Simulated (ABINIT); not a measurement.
Wanted: the native input for an ABINIT 10.8.3 (patched build) run.

```
Task                : equation of state
Functional          : r2SCAN
Potentials or basis : JTH PAW PBE v2.0
Cutoff              : 517 eV
k mesh              : 12 × 12 × 12
Occupations         : fermi-dirac, width 0.05 eV
Spin                : no spin polarisation
Fine-grid cutoff    : 1034.03 eV
```

Rh:

```
Rh
1.0
     0.00000    1.89785    1.89785
     1.89785    0.00000    1.89785
     1.89785    1.89785    0.00000
Rh
1
Direct
  0.00000 0.00000 0.00000
```

These files were run (other wordings do the same):

run.abi

```
# Datasets: one volume each
ndtset 7
getwfk -1
scalecart1 3*0.9795861087
scalecart2 3*0.9864848297
scalecart3 3*0.9932883884
scalecart4 3*1.0000000000
scalecart5 3*1.0066227096
scalecart6 3*1.0131594038
scalecart7 3*1.0196128224

# Pseudopotentials
pp_dirpath "./"
pseudos "Rh.GGA_PBE-JTH.xml"

# Structure
acell 3*1.0 Angstrom
rprim
     0.0000000000     1.8978500000     1.8978500000
     1.8978500000     0.0000000000     1.8978500000
     1.8978500000     1.8978500000     0.0000000000
ntypat 1
znucl 45
natom 1
typat 1
xred
     0.0000000000     0.0000000000     0.0000000000

# Plane-wave basis
ecut 19.0
pawecutdg 38.0

# k points
kptopt 1
ngkpt 12 12 12
nshiftk 1
shiftk 0.0 0.0 0.0

# Exchange and correlation
ixc -497498
usekden 1
pawxcdev 0

# Bands and occupations
nband 13
occopt 3
tsmear 0.00183747

# SCF cycle
nstep 100
tolvrs 1.0e-7

# Output
iomode 3
prtwf 1
prtden 0
prteig 0
prtebands 0
enunit 1
```

Potentials or basis: JTH PAW PBE v2.0.

Command:

```console
$ abinit run.abi > log 2>&1
```

Results of the run:

```json
{"Equilibrium volume": "13.76 Å³/atom", "Bulk modulus": "286 GPa", "Pressure derivative of the bulk modulus": "4.6"}
```

Caveat: pressures at fixed basis lie under the slope of the energies; the PAW data sets were made with another functional, which shifts forces and pressure a little.

Run time: 110 s on 1 thread of AMD EPYC 9R45 96-Core Processor (Zen 5), with other jobs on the host, peak memory 0.14 GiB.
